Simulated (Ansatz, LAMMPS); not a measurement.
**Site preference of a vacancy of O in amorphous Al2O3 at 2.62 g/cm^3 (90 atoms)**

Aim: make a vacancy of O at several sites of amorphous Al2O3 at 2.62 g/cm^3 (90 atoms), relax each, and compare their energies.

Calculated with Ansatz 0.2.0; Kohn-Sham DFT, PBE, PAW (set soft_2), plane waves.

### 1. Starting point

The cell holds 90 atoms: 36 Al and 54 O. Its edges and angles: a = 10.513 Å, b = 10.513 Å, c = 10.513 Å, α = 90.0°, β = 90.0°, γ = 90.0°. 90 atoms (36 Al, 54 O) placed at random at 2.62 g/cm³, melted at 5000 K for 10 ps at fixed volume with the Morse and Coulomb pair potential with partial charges (Pedone, Malavasi, Menziani, Cormack and Segre, J. Phys. Chem. B 110, 11780 (2006)). Quenched from 5000 K to 300 K at 50 K/ps and fixed volume, held 5 ps, then minimised at fixed cell.

What the set-up can't give: The quench rate of 50 K/ps is many orders above laboratory rates, so the cell is likely richer in defects and strain than a real sample. The starting topology of bonds comes from the classical model, and needn't be the one that DFT or experiment would give. Sampling is at Γ alone, for a cell whose shortest periodic width is 11 Å.

### 2. Single point at the start

The forces at the start show how far the geometry lies from a minimum of this functional.

input.yaml

```yaml
crystal:
  lattice:
    - [10.5128, 0.0, 0.0]
    - [0.0, 10.5128, 0.0]
    - [0.0, 0.0, 10.5128]
  atoms:
    - { symbol: Al, position: [0.22008, 0.5277, 0.62644] }
    - { symbol: Al, position: [0.42412, 0.8806, 0.38762] }
    - { symbol: Al, position: [0.6615, 0.54935, 0.2546] }
    - { symbol: Al, position: [0.47044, 0.44107, 0.46502] }
    - { symbol: Al, position: [0.73167, 0.55741, 0.5334] }
    - { symbol: Al, position: [0.1624, 0.94823, 0.56946] }
    - { symbol: Al, position: [0.46603, 0.71596, 0.12968] }
    - { symbol: Al, position: [0.53375, 0.17543, 0.33766] }
    - { symbol: Al, position: [0.147, 0.46981, 0.0901] }
    - { symbol: Al, position: [0.07065, 0.7377, 0.75372] }
    - { symbol: Al, position: [0.26972, 0.61947, 0.33632] }
    - { symbol: Al, position: [0.96575, 0.41026, 0.52023] }
    - { symbol: Al, position: [0.14445, 0.01034, 0.87373] }
    - { symbol: Al, position: [0.0593, 0.1746, 0.3992] }
    - { symbol: Al, position: [0.74139, 0.40952, 0.03052] }
    - { symbol: Al, position: [0.77554, 0.09126, 0.28758] }
    - { symbol: Al, position: [0.72943, 0.83164, 0.47576] }
    - { symbol: Al, position: [0.30413, 0.31969, 0.25257] }
    - { symbol: Al, position: [0.39473, 0.14687, 0.9834] }
    - { symbol: Al, position: [0.66042, 0.17731, 0.04875] }
    - { symbol: Al, position: [0.59166, 0.90612, 0.94127] }
    - { symbol: Al, position: [0.01382, 0.68742, 0.48543] }
    - { symbol: Al, position: [0.68456, 0.27815, 0.58545] }
    - { symbol: Al, position: [0.45601, 0.85337, 0.63195] }
    - { symbol: Al, position: [0.87705, 0.96029, 0.99378] }
    - { symbol: Al, position: [0.69124, 0.0139, 0.72913] }
    - { symbol: Al, position: [0.97878, 0.23793, 0.96795] }
    - { symbol: Al, position: [0.24611, 0.62841, 0.9261] }
    - { symbol: Al, position: [0.54068, 0.63244, 0.78448] }
    - { symbol: Al, position: [0.43472, 0.39587, 0.98805] }
    - { symbol: Al, position: [0.42153, 0.35933, 0.73794] }
    - { symbol: Al, position: [0.92198, 0.65771, 0.97413] }
    - { symbol: Al, position: [0.7618, 0.74989, 0.75338] }
    - { symbol: Al, position: [0.91582, 0.35216, 0.23599] }
    - { symbol: Al, position: [0.13523, 0.24251, 0.69486] }
    - { symbol: Al, position: [0.74348, 0.84037, 0.18062] }
    - { symbol: O, position: [0.81464, 0.25093, 0.00717] }
    - { symbol: O, position: [0.12938, 0.68572, 0.37487] }
    - { symbol: O, position: [0.26947, 0.05601, 0.95848] }
    - { symbol: O, position: [0.16055, 0.06957, 0.70598] }
    - { symbol: O, position: [0.81547, 0.53507, 0.97116] }
    - { symbol: O, position: [0.38662, 0.74344, 0.28836] }
    - { symbol: O, position: [0.04531, 0.26963, 0.55143] }
    - { symbol: O, position: [0.4777, 0.49155, 0.83227] }
    - { symbol: O, position: [0.27834, 0.46875, 0.98419] }
    - { symbol: O, position: [0.11892, 0.85198, 0.85485] }
    - { symbol: O, position: [0.26383, 0.3699, 0.67229] }
    - { symbol: O, position: [0.5863, 0.83708, 0.09951] }
    - { symbol: O, position: [0.07438, 0.80163, 0.60179] }
    - { symbol: O, position: [0.32386, 0.89985, 0.53596] }
    - { symbol: O, position: [0.61265, 0.52059, 0.41808] }
    - { symbol: O, position: [0.36268, 0.71016, 0.00237] }
    - { symbol: O, position: [0.17891, 0.24483, 0.31699] }
    - { symbol: O, position: [0.55764, 0.82878, 0.48857] }
    - { symbol: O, position: [0.79384, 0.0079, 0.12942] }
    - { symbol: O, position: [0.59492, 0.34043, 0.01024] }
    - { symbol: O, position: [0.08113, 0.60714, 0.01181] }
    - { symbol: O, position: [0.70875, 0.16861, 0.70049] }
    - { symbol: O, position: [0.4585, 0.03102, 0.34044] }
    - { symbol: O, position: [0.52603, 0.36399, 0.60661] }
    - { symbol: O, position: [0.7235, 0.69974, 0.26011] }
    - { symbol: O, position: [0.64317, 0.17412, 0.21157] }
    - { symbol: O, position: [0.19114, 0.61849, 0.76852] }
    - { symbol: O, position: [0.90866, 0.19406, 0.30501] }
    - { symbol: O, position: [0.86943, 0.79786, 0.0492] }
    - { symbol: O, position: [0.08663, 0.02705, 0.45327] }
    - { symbol: O, position: [0.91285, 0.70999, 0.80396] }
    - { symbol: O, position: [0.8003, 0.40714, 0.563] }
    - { symbol: O, position: [0.0262, 0.35317, 0.10035] }
    - { symbol: O, position: [0.32963, 0.53665, 0.4835] }
    - { symbol: O, position: [0.53413, 0.95325, 0.73813] }
    - { symbol: O, position: [0.96266, 0.43825, 0.3619] }
    - { symbol: O, position: [0.62901, 0.75228, 0.86384] }
    - { symbol: O, position: [0.54779, 0.07016, 0.98657] }
    - { symbol: O, position: [0.43905, 0.31886, 0.35632] }
    - { symbol: O, position: [0.84157, 0.68443, 0.49528] }
    - { symbol: O, position: [0.75646, 0.87888, 0.64107] }
    - { symbol: O, position: [0.76053, 0.93663, 0.35396] }
    - { symbol: O, position: [0.75356, 0.96359, 0.88007] }
    - { symbol: O, position: [0.0572, 0.53978, 0.57596] }
    - { symbol: O, position: [0.67694, 0.62082, 0.674] }
    - { symbol: O, position: [0.65924, 0.19121, 0.44898] }
    - { symbol: O, position: [0.43098, 0.70944, 0.69605] }
    - { symbol: O, position: [0.0561, 0.28061, 0.8323] }
    - { symbol: O, position: [0.99831, 0.06489, 0.95592] }
    - { symbol: O, position: [0.40616, 0.25909, 0.86116] }
    - { symbol: O, position: [0.76734, 0.42864, 0.19726] }
    - { symbol: O, position: [0.24688, 0.48636, 0.23062] }
    - { symbol: O, position: [0.37099, 0.26702, 0.10877] }
    - { symbol: O, position: [0.53144, 0.56352, 0.15237] }
kpoints:
  mp_grid: { grid: [1, 1, 1] }
hamiltonian:
  xc: pbe
scf:
  occupations: { method: fermi_dirac, width: 0.025 }
output:
  forces: true
```

Command:

```console
ansatz run input.yaml --threads 4 --pin off --max-ram 8192MiB --backend cpu --events-out ev --progress --plain --runs-dir out
```

Numbers of over 12 decimals in the logs are rounded to 6 here.

The log of the run:

```text
[...]
Pseudopotentials: kind: paw
Pseudopotential: Al, paw, valence charge 3, recommended cutoff 420 eV (normal), Al.paw.azcp
Pseudopotential: O, paw, valence charge 6, recommended cutoff 420 eV (normal), O.paw.azcp
[... 5 lines on functional and potentials left out ...]
Crystal: 90 atoms, lattice volume = 1161.864 Å³
Basis set: ecut = 420 eV, 22743 PW (Γ), exchange–correlation on 144×144×144 points (8 copies of the dense FFT grid, shifted against one another)
Bands: 306, of which v1, the nominal top of the filled ones, is band 216 counted from 1 (215 counted from 0)
Symmetry: 1 space group operations
Space group: P1 (ITA 1), of the structure as read, at distance tolerance 1.1e-4 Å
k-points: 1
[... 5 lines on functional and potentials left out ...]
Initial density: superposition of atomic densities (neutral atoms: chi_scale 0, normalization atom), corrected by the library's trained network
Initial wavefunctions: pseudopotential atomic-orbital guess
[...]
SCF iter   1: F=—  HF=-50110.543030 eV  |F-HF|=—  |Δ(HF+E_count)|=         —  Δρ=2.20e-3  dr2=8.51e-2  ethr=1.77e-3  ⟨swp⟩=6.0  Hψ=1372  notcnv=0  defer=39
preconditioner: auto → Resta (q_TF=auto, 2.314 Å⁻¹)  ε∞=3.2  [insulator: Δε(μ)=3.331 eV  Ē_g=15.147 eV  σ=0.025 eV  W_gap=1.00  n_scr=250 (ndim 8)  ℏωp=22.6 eV  f_vac=0.109  D(μ)=0.00/eV (n_scr^D=0)  ε∞_Penn≈3.2]
SCF iter   2: F=—  HF=-50110.535283 eV  |F-HF|=—  |Δ(HF+E_count)|=   7.75e-3  Δρ=1.25e-3  dr2=2.14e-2  ethr=1.97e-5  ⟨swp⟩=2.0  Hψ=575  notcnv=0  defer=83
SCF iter   3: F=—  HF=-50110.538084 eV  |F-HF|=—  |Δ(HF+E_count)|=   2.80e-3  Δρ=5.69e-4  dr2=6.22e-3  ethr=4.95e-6  ⟨swp⟩=2.0  Hψ=402  notcnv=0  defer=27
automatic band count: iteration 3 solves 250 bands in place of 306: the levels show a gap, and the empty bands left out lie too high to hold charge; the band table lists the bands solved (type scf.n_extra_bands for more)
SCF iter   4: F=—  HF=-50110.538410 eV  |F-HF|=—  |Δ(HF+E_count)|=   3.26e-4  Δρ=1.67e-4  dr2=3.97e-4  ethr=1.44e-6  ⟨swp⟩=2.0  Hψ=402  notcnv=0  defer=27
SCF iter   5: F=—  HF=-50110.538366 eV  |F-HF|=—  |Δ(HF+E_count)|=   4.47e-5  Δρ=1.17e-4  dr2=1.38e-4  ethr=9.20e-8  ⟨swp⟩=2.0  Hψ=409  notcnv=0  defer=27
SCF iter   6: F=—  HF=-50110.538309 eV  |F-HF|=—  |Δ(HF+E_count)|=   5.63e-5  Δρ=3.02e-5  dr2=1.39e-5  ethr=3.20e-8  ⟨swp⟩=2.0  Hψ=409  notcnv=0  defer=27
SCF iter   7: F=—  HF=-50110.539454 eV  |F-HF|=—  |Δ(HF+E_count)|=   1.15e-3  Δρ=1.25e-5  dr2=2.02e-6  ethr=3.22e-9  ⟨swp⟩=2.0  Hψ=439  notcnv=0  defer=27
SCF iter   8: F=—  HF=-50110.539454 eV  |F-HF|=—  |Δ(HF+E_count)|=   1.65e-8  Δρ=8.87e-6  dr2=7.51e-7  ethr=4.68e-10  ⟨swp⟩=2.0  Hψ=432  notcnv=0  defer=27
SCF iter   9: F=-50110.539454 eV  HF=-50110.539454 eV  |F-HF|=2.33e-8  |Δ(HF+E_count)|=   1.94e-7  Δρ=2.32e-6  dr2=5.29e-8  ethr=2.31e-11  ⟨swp⟩=3.0  Hψ=976  notcnv=0
SCF 1 converged in 9 iterations: F = -50110.539454 eV  dr2 = 5.29e-8
[...]
SCF converged after 9 iterations
Free energy (F): -50110.539454 eV
Harris-Foulkes:  -50110.539454 eV  (|F-HF|=2.33e-8)
Internal energy: -50110.539454 eV  (E = F + TS)
E sigma→0 (E₀):  -50110.539454 eV
Fermi energy:    5.155416 eV
--- Per-component energies (eV) ---
[...]
Σ components = -50110.539454   (vs F -50110.539454, Δ=0.00e0)
--- Forces (eV/Å), atoms counted from 1 ---
  atom   1  Al     0.27912129     0.00552511    -0.49676298
  atom   2  Al     0.18550398     0.19988904     0.41566142
  atom   3  Al    -0.02283231     0.30003463    -0.42090446
  atom   4  Al    -0.03514110    -0.04316165     0.24176570
[...]
atom  90  O     -0.38898751    -0.81166791    -0.38745552
  max |Σ_I F_I| component: 1.85e-4 eV/Å
```

Run time: 5.4 s. Hardware: 4 threads of AMD EPYC 9B45 (Zen 5), shared host; peak memory 1.3 GiB; 16 s of CPU time.

The r.m.s. force at the start is 0.43 eV/Å.

### 3. Relaxation

With the cell held, the atoms are moved downhill towards a nearby minimum.

input.yaml

```yaml
crystal:
  lattice:
    - [10.5128, 0.0, 0.0]
    - [0.0, 10.5128, 0.0]
    - [0.0, 0.0, 10.5128]
  atoms:
    [... the 90 atom lines of step 2 ...]
kpoints:
  mp_grid: { grid: [1, 1, 1] }
hamiltonian:
  xc: pbe
scf:
  occupations: { method: fermi_dirac, width: 0.025 }
output:
  forces: true
relax:
  f_tol: 0.05
  max_steps: 150
```

The log of the run:

```text
[...]
Crystal: 90 atoms, lattice volume = 1161.864 Å³
Basis set: ecut = 420 eV, 22743 PW (Γ), exchange–correlation on 144×144×144 points (8 copies of the dense FFT grid, shifted against one another)
Bands: 306, of which v1, the nominal top of the filled ones, is band 216 counted from 1 (215 counted from 0)
Symmetry: 1 space group operations
[...]
k-points: 1
[...]
SCF iter   1: F=—  HF=-50110.543030 eV  |F-HF|=—  |Δ(HF+E_count)|=         —  Δρ=2.20e-3  dr2=8.51e-2  ethr=1.77e-3  ⟨swp⟩=6.0  Hψ=1372  notcnv=0  defer=39
[...]
SCF iter   6: F=-50110.539450 eV  HF=-50110.539456 eV  |F-HF|=5.66e-6  |Δ(HF+E_count)|=   3.15e-5  Δρ=3.00e-5  dr2=1.38e-5  ethr=1.45e-8  ⟨swp⟩=3.0  Hψ=928  notcnv=0
SCF 1 converged in 6 iterations: F = -50110.539450 eV  dr2 = 1.38e-5
[...]
relax step   1: F+E_penalty+E_count = -50110.53944984 eV  Δ(F+E_penalty+E_count) = +0.000e0 eV  max|allowed force component| = 1.390e0 eV/Å  Δτ_max = 0.0000 Å  (6 SCF iters, dr2 threshold 6.25e-5 eV, accepted)
[...]
relax step   2: F+E_penalty+E_count = -50111.49949258 eV  Δ(F+E_penalty+E_count) = -9.600e-1 eV  max|allowed force component| = 8.782e-1 eV/Å  Δτ_max = 0.0688 Å  (5 SCF iters, dr2 threshold 1.00e-4 eV, accepted)
[...]
relax step   3: F+E_penalty+E_count = -50112.22702370 eV  Δ(F+E_penalty+E_count) = -7.275e-1 eV  max|allowed force component| = 3.277e-1 eV/Å  Δτ_max = 0.1212 Å  (6 SCF iters, dr2 threshold 4.82e-5 eV, accepted)
relax step   4: F+E_penalty+E_count = -50112.60259116 eV  Δ(F+E_penalty+E_count) = -3.756e-1 eV  max|allowed force component| = 2.432e-1 eV/Å  Δτ_max = 0.2000 Å  (7 SCF iters, dr2 threshold 1.50e-5 eV, accepted)
relax step   5: F+E_penalty+E_count = -50112.68946260 eV  Δ(F+E_penalty+E_count) = -8.687e-2 eV  max|allowed force component| = 8.824e-2 eV/Å  Δτ_max = 0.1454 Å  (7 SCF iters, dr2 threshold 8.24e-6 eV, accepted)
[...]
relax step   6: F+E_penalty+E_count = -50112.69624025 eV  Δ(F+E_penalty+E_count) = -6.778e-3 eV  max|allowed force component| = 2.785e-2 eV/Å  Δτ_max = 0.0630 Å  (8 SCF iters, accepted)
SCF converged after 8 iterations
Free energy (F): -50112.696240 eV
[...]
Internal energy: -50112.696240 eV  (E = F + TS)
E sigma→0 (E₀):  -50112.696240 eV
Fermi energy:    5.065397 eV
[...]
--- Forces (eV/Å), atoms counted from 1 ---
  atom   1  Al    -0.00677074    -0.00766958     0.01240724
  atom   2  Al     0.00144742     0.01339196     0.00146905
  atom   3  Al    -0.00245915    -0.01055907    -0.00786562
  atom   4  Al    -0.00987398    -0.00195970     0.00784481
  atom   5  Al     0.01297962     0.00699366     0.01229138
  atom   6  Al    -0.00794847     0.00639862     0.00130761
  atom   7  Al     0.00625061     0.00528098     0.00847606
  atom   8  Al     0.01101288     0.00069335     0.00227077
  atom   9  Al     0.00120876    -0.00325254    -0.01793041
  atom  10  Al    -0.00527849    -0.00643730    -0.00509672
  atom  11  Al     0.00203636    -0.00881672     0.00529360
  atom  12  Al     0.00439857     0.00153410    -0.00079451
  atom  13  Al     0.00044304     0.00318062     0.00277798
  atom  14  Al    -0.00285798     0.00704635     0.00358089
[...]
atom  89  O      0.00102691     0.00511086     0.00833388
  atom  90  O      0.00286283     0.00313127     0.00415876
  max |Σ_I F_I| component: 6.43e-5 eV/Å
--- Relaxed structure (6 steps of the walk, 6 accepted, 0 SCFs on fresh bases) ---
  F+E_penalty+E_count = -50112.69624025 eV   max|allowed force component| = 2.785e-2 eV/Å
  atoms:
    - { symbol: Al, position: [0.224286, 0.524184, 0.629341] }
    - { symbol: Al, position: [0.415795, 0.884892, 0.385472] }
    - { symbol: Al, position: [0.662118, 0.560049, 0.256514] }
    - { symbol: Al, position: [0.470066, 0.439668, 0.466878] }
[...]
- { symbol: O, position: [0.533803, 0.565717, 0.149381] }
```

Run time: 18 s. Hardware: 4 threads; peak memory 1.3 GiB.

The relaxation converged after 6 steps, 2.16 eV below its start, with a largest force component of 0.028 eV/Å.

[end of part 1 of 3]

[Logs are printed without paths, hosts, clocks, repeated set-up lines and the standing remarks that a program may print on its own settings, such as how far it seeks lower states.]

[Hosts, paths, dates, database ids (printed as entryN), source tags and the programs' standing remarks are cut or masked in the printed files.]
